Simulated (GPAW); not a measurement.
# CdS (Greenockite) (P6_3mc) in GPAW: a series of runs, part 3 of 3

GPAW 26.7.0. The steps go on from the part before.

### 5 Band structure, BLYP

Input file run.py:

```python
from ase.dft.bandgap import bandgap
from ase.io import read, write
from ase.units import Bohr, GPa
from gpaw import GPAW, PW, setup_paths
from gpaw.elf import elf_from_dft_calculation

setup_paths.insert(0, '.')

atoms = read('CdS.xyz')

calc = GPAW(mode=PW(600),
            xc='BLYP',
            kpts={'size': (7, 7, 4), 'gamma': True},
            occupations={'name': 'fermi-dirac', 'width': 0.05},
            nbands=31,
            convergence={'density': 1e-05, 'energy': 1e-05},
            eigensolver='davidson',
            maxiter=150,
            txt='gpaw.txt')
atoms.calc = calc
energy = atoms.get_potential_energy()
forces = atoms.get_forces()
stress = atoms.get_stress()
calc.write('gs.gpw')
write('result.traj', atoms)
print(f'Energy: {energy:.6f} eV')
print('Forces (eV/A):')
print(forces.round(4))
print('Stress (GPa):', (stress / GPa).round(3))
print('Fermi level:', round(calc.get_fermi_level(), 4), 'eV')
print(f'Gap: {bandgap(calc)[0]:.4f} eV, direct: {bandgap(calc, direct=True)[0]:.4f} eV')

# fields on the real-space grid
write('density.cube', atoms, data=calc.get_pseudo_density() * Bohr**3)
write('potential.cube', atoms, data=calc.get_electrostatic_potential())
write('elf.cube', atoms, data=elf_from_dft_calculation(calc).data)

path = atoms.cell.bandpath('GMKGALHA,LM,KH', npoints=100, eps=1e-4)
bs_calc = calc.fixed_density(kpts=path, symmetry='off', nbands=51,
                             convergence={'bands': 'CBM+6.0', 'eigenstates': 1e-6}, txt='bands.txt')
bs = bs_calc.band_structure()
bs.write('bs.json')
print(f'Gap on the path: {bandgap(bs_calc)[0]:.4f} eV')
```

Input file CdS.xyz:

```xyz
4
Lattice="4.1500000000 0.0000000000 0.0000000000 -2.0750000000 3.5940054257 0.0000000000 0.0000000000 0.0000000000 6.7370000000" Properties=species:S:1:pos:R:3 pbc="T T T"
Cd     2.0750000002      1.1980018084      3.3685000000
Cd    -0.0000000002      2.3960036173      0.0000000000
S      2.0750000002      1.1980018084      5.8948750000
S     -0.0000000002      2.3960036173      2.5263750000
```

Potentials or basis: PAW data sets generated in the run's folder for this functional, pw.

Run with:

```bash
> gpaw-setup -f BLYP Cd S
> OMP_NUM_THREADS=1 python run.py
```

gpaw.txt:

```text
__  _  _
 | _ |_)|_||  |
 |__||  | ||/\| - 26.7.0

Input parameters:
  mode=PW(ecut=600.0),
  convergence={'density': 1e-05, 'energy': 1e-05},
  eigensolver=Davidson(niter=2),
  kpts=MonkhorstPack(size=(7, 7, 4), gamma=True),
  maxiter=150,
  nbands=31,
  occupations=Occupations(name='fermi-dirac', width=0.05),
  xc=XC(name='BLYP')

Diagonalizing LCAO Hamiltonian
Converting LCAO to pw mode

            S

            Cd
        S

        Cd

Atoms  # Å, Bohr magnetons
|   | symbol |         x |        y |        z |    initial magnetic moments |
|---|--------|-----------|----------|----------|-----------------------------|
| 0 |     Cd |  2.075000 | 1.198002 | 3.368500 | ( 0.0000,  0.0000,  0.0000) |
| 1 |     Cd | -0.000000 | 2.396004 | 0.000000 | ( 0.0000,  0.0000,  0.0000) |
| 2 |      S |  2.075000 | 1.198002 | 5.894875 | ( 0.0000,  0.0000,  0.0000) |
| 3 |      S | -0.000000 | 2.396004 | 2.526375 | ( 0.0000,  0.0000,  0.0000) |

Unit cell  # Å
| periodic |         x |        y |        z |  lengths |     angles |
|----------|-----------|----------|----------|----------|------------|
|      yes |  4.150000 | 0.000000 | 0.000000 | 4.150000 |  90.000000 |
|      yes | -2.075000 | 3.594005 | 0.000000 | 4.150000 |  90.000000 |
|      yes |  0.000000 | 0.000000 | 6.737000 | 6.737000 | 120.000000 |

Number of symmetries: 6
Symmetry operations  # r_c * U_cc + t_c -> r_c
|   | kind |            matrix            |
|---|------|------------------------------|
| 0 |  σ   |  1, 1, 0,  0,-1, 0,  0, 0, 1 |
| 1 |  E   |  1, 0, 0,  0, 1, 0,  0, 0, 1 |
| 2 |  C3  |  0, 1, 0, -1,-1, 0,  0, 0, 1 |
| 3 |  σ   |  0,-1, 0, -1, 0, 0,  0, 0, 1 |
| 4 |  σ   | -1, 0, 0,  1, 1, 0,  0, 0, 1 |
| 5 |  C3  | -1,-1, 0,  1, 0, 0,  0, 0, 1 |

BZ-sampling:
  Number of BZ points: 196
  Number of IBZ points: 28

  Monkhorst-Pack size: [7, 7, 4]
  Monkhorst-Pack shift: [0.0, 0.0, 0.125]

K-points  # in reciprocal-cell coordinates
|     |                                coordinates |     weight |
|-----|--------------------------------------------|------------|
|   0 | (  0.00000000,   0.00000000,   0.00000000) | 0.00510204 |
|   1 | (  0.00000000,   0.00000000,   0.25000000) | 0.01020408 |
|   2 | (  0.00000000,   0.00000000,   0.50000000) | 0.00510204 |
|   3 | (  0.14285714,   0.00000000,  -0.25000000) | 0.03061224 |
|   4 | (  0.14285714,   0.00000000,   0.00000000) | 0.03061224 |
|   5 | (  0.14285714,   0.00000000,   0.25000000) | 0.03061224 |
|   6 | (  0.14285714,   0.00000000,   0.50000000) | 0.03061224 |
|   7 | (  0.28571429,  -0.14285714,   0.00000000) | 0.03061224 |
|   8 | (  0.28571429,  -0.14285714,   0.25000000) | 0.06122449 |
|   9 | (  0.28571429,  -0.14285714,   0.50000000) | 0.03061224 |
| ... |                                            |            |
[... 69 lines left out ...]
    |    s |        |      10.101 |    0.974 |
    |    p |        |      20.346 |    0.979 |
    |    d |        |       0.000 |    0.900 |

    Using partial waves for S as LCAO basis

Reference energy: -326104.113028  # eV

eigensolver:
  Davidson
  Converge bands: occupied
  niter=2

density mixing:
  MSR1-Mixer
  Pratt-step length: 0.05
  Maximum mixing coefficient: 0.75
  Old densities: 10
  SVD Regularization: 0.005
  Good broyden scale: 1.0
  Trust region scale: 1.0
  Backstep threshold: 4.0
  History deletion threshold: 6.0
  Fourier metric: weight=20.0, sigma=0.015

occupation numbers:
  Fermi-Dirac:
    width: 0.0500  # eV

poisson solver:
  ecut: 4800.0  # eV

xc functional:
  name: BLYP with 2 nearest neighbor stencil

convergence criteria:
- Maximum integral of absolute [dens]ity change: 1e-05 electrons / valence electron
- Maximum [total energy] change in last 3 cyles: 1e-05 eV / valence electron
- Maximum integral of absolute [eigenst]ate change: 4e-08 eV^2 / valence electron
maximum number of iterations: 150

SCF iterations
|iter     | |      energy | eigst |  dens |
|---------|-|-------------|-------|-------|
|iter:   1| |  -11.674692 | -0.35 |       |
|iter:   2| |  -11.424317 | -1.81 | -1.09 |
|iter:   3| |  -10.547896 | -1.35 | -1.14 |
|iter:   4| |  -10.524221 | -3.04 | -1.71 |
|iter:   5| |  -10.523636 | -3.75 | -2.10 |
|iter:   6| |  -10.523825 | -4.61 | -2.69 |
|iter:   7| |  -10.523843c| -5.57 | -3.55 |
|iter:   8| |  -10.523846c| -6.26 | -4.01 |
|iter:   9| |  -10.523846c| -7.05 | -4.57 |
|iter:  10| |  -10.523846c| -7.88c| -5.18c|

Converged in 10 steps
Energy contributions relative to reference atoms: (reference = -326104.113028)

Energy contributions:
  Kinetic:          45.465192
  Coulomb:         -40.611368
  Zero:              0.173021
  External:          0.000000
  Xc:              -15.550691
  Entropy:          -0.000000
  Spinorbit:         0.000000
  ----------------------------
  Free energy:     -10.523846
  Extrapolated:    -10.523846

dipole moment: (-0.000010, -0.000016, -19.100828)  # |e|*Ang

Fermi level: 4.425
Eigenvalues  # (at kpt = [0.000, 0.000, 0.000])
| band index |      eig [eV] | occ [0-2] |
|------------|---------------|-----------|
|          0 |        -8.483 |     2.000 |
|        ... |               |           |
|         10 |        -3.336 |     2.000 |
|         11 |        -3.008 |     2.000 |
|         12 |        -0.484 |     2.000 |
|         13 |         3.079 |     2.000 |
|         14 |         3.079 |     2.000 |
|         15 |         3.791 |     2.000 |
[... 8 lines left out ...]
|         24 |        11.380 |     0.000 |
|         25 |        11.537 |     0.000 |
|        ... |               |           |
|         30 |        16.265 |     0.000 |

Gap: 1.119 eV
Transition (v -> c):
  (s=0, k=0, n=17, [0.00, 0.00, 0.00]) -> (s=0, k=0, n=18, [0.00, 0.00, 0.00])
No difference between direct/indirect transitions

Forces  # eV/Ang
|        x |       y |        z |
|----------|---------|----------|
| -0.00000 | 0.00000 | -0.06513 |  # Cd   0
|  0.00000 | 0.00000 | -0.06469 |  # Cd   1
| -0.00000 | 0.00000 |  0.06533 |  # S    2
| -0.00000 | 0.00000 |  0.06452 |  # S    3

Stress tensor  # eV/Ang^3
|         x |         y |         z |
|-----------|-----------|-----------|
| -0.029665 |  0.000000 | -0.000000 |
|  0.000000 | -0.029665 | -0.000000 |
| -0.000000 | -0.000000 | -0.034731 |

# Writing to gs.gpw (mode='')
```

Wall time 3.9 min (1 thread of Arm Neoverse V1, shared host); peak memory 0.6 GiB.

What came out:

* Free energy: -10.5238 eV
* Pressure: 5.0 GPa
* Largest force: 0.065 eV/Å
* Band gap on the k mesh: 1.12 eV, direct
* Band gap along the path: 1.12 eV, direct

Forces on the atoms (eV/Å):
```
Cd   0.000  0.000 -0.065
Cd   0.000  0.000 -0.065
S    0.000  0.000  0.065
S    0.000  0.000  0.065
```

Levels at the corners of the path, in eV from the valence-band top:
```
point  band 15  band 16  band 17  band 18  band 19  band 20  band 21  band 22
    Γ    -0.76    -0.04     0.00     0.00     1.12     2.73     6.43     6.43
    M    -2.60    -1.84    -1.27    -0.73     3.64     3.88     5.16     6.32
    K    -3.01    -1.81    -1.81    -1.58     4.73     4.96     4.96     7.22
    Γ    -0.76    -0.04     0.00     0.00     1.12     2.73     6.43     6.43
    A    -0.39    -0.39    -0.39    -0.39     2.77     2.77     6.19     6.19
    L    -1.32    -1.32    -1.31    -1.31     3.46     3.46     5.40     5.40
    H    -2.36    -2.36    -1.11    -1.11     4.33     4.33     6.16     6.16
    A    -0.39    -0.39    -0.39    -0.39     2.77     2.77     6.19     6.19
    L    -1.32    -1.32    -1.31    -1.31     3.46     3.46     5.40     5.40
    M    -2.60    -1.84    -1.27    -0.73     3.64     3.88     5.16     6.32
    K    -3.01    -1.81    -1.81    -1.58     4.73     4.96     4.96     7.22
    H    -2.36    -2.36    -1.11    -1.11     4.33     4.33     6.16     6.16
```

### 6 Overview

```tsv
level	potentials or basis	spin	k mesh	band points	spin axis theta (degrees)	spin axis phi (degrees)	soc after scf	eigensolver	gap on the mesh (eV)	pressure (GPa)	largest force (eV/Å)
PBEsol	PAW data sets generated in the run's folder for this functional, pw	SOC, no magnetisation	5 × 5 × 3	60	0	0	second variation	-	1.02	-1.2	0.06
RPBE	the program's PAW data sets (release 1.2.1) made for this functional, pw	off	7 × 7 × 4	60	-	-	-	-	1.36	4.0	0.07
revPBE	the program's PAW data sets (release 1.2.1) made for this functional, pw	off	7 × 7 × 4	80	-	-	-	-	1.32	3.4	0.07
BLYP	PAW data sets generated in the run's folder for this functional, pw	off	7 × 7 × 4	100	-	-	-	davidson	1.12	5.0	0.07
```

Alike in all rows: task band structure; cell as given; cutoff (eV) 600; smearing fermi-dirac 0.05 eV.

Caveats: spin-orbit coupling was added after a scalar SCF, so levels and gaps hold it while energy, forces, pressure and moments don't (some runs); this program's spin-orbit splittings come out too wide for heavy elements (some runs).

Absolute energies hang on the potentials; compare differences alone.

### 7 Comparison with measurements

Step 2. Against the measured gap of CdS, 2.5809 eV (quoted in “Isotope dependence of band-gap energy”, 2008, arxiv:0807.2152), the calculated 1.02 eV is off by -1.56 eV. So large a miss can be the level of theory's own, or it may mean another phase, state or a wrong row. The value is that of PBEsol, without temperature or zero-point motion. Semilocal functionals fall short of measured gaps as a rule.

Step 3. Measured gap of CdS: 2.5809 eV (quoted in “Isotope dependence of band-gap energy”, 2008, arxiv:0807.2152). This calculation gives 1.36 eV (-1.22 eV). Spin-orbit coupling on Cd is left out. The value is that of RPBE, without temperature or zero-point motion. Semilocal functionals fall short of measured gaps as a rule.

Step 4. Against the measured gap of CdS, 2.5809 eV (quoted in “Isotope dependence of band-gap energy”, 2008, arxiv:0807.2152), the calculated 1.32 eV is off by -1.27 eV. Spin-orbit coupling on Cd is left out. The value is that of revPBE, without temperature or zero-point motion. Semilocal functionals fall short of measured gaps as a rule.

Step 5. Measured gap of CdS: 2.5809 eV (quoted in “Isotope dependence of band-gap energy”, 2008, arxiv:0807.2152). This calculation gives 1.12 eV (-1.46 eV). So large a miss can be the level of theory's own, or it may mean another phase, state or a wrong row. Spin-orbit coupling on Cd is left out. The value is that of BLYP, without temperature or zero-point motion. Semilocal functionals fall short of measured gaps as a rule.
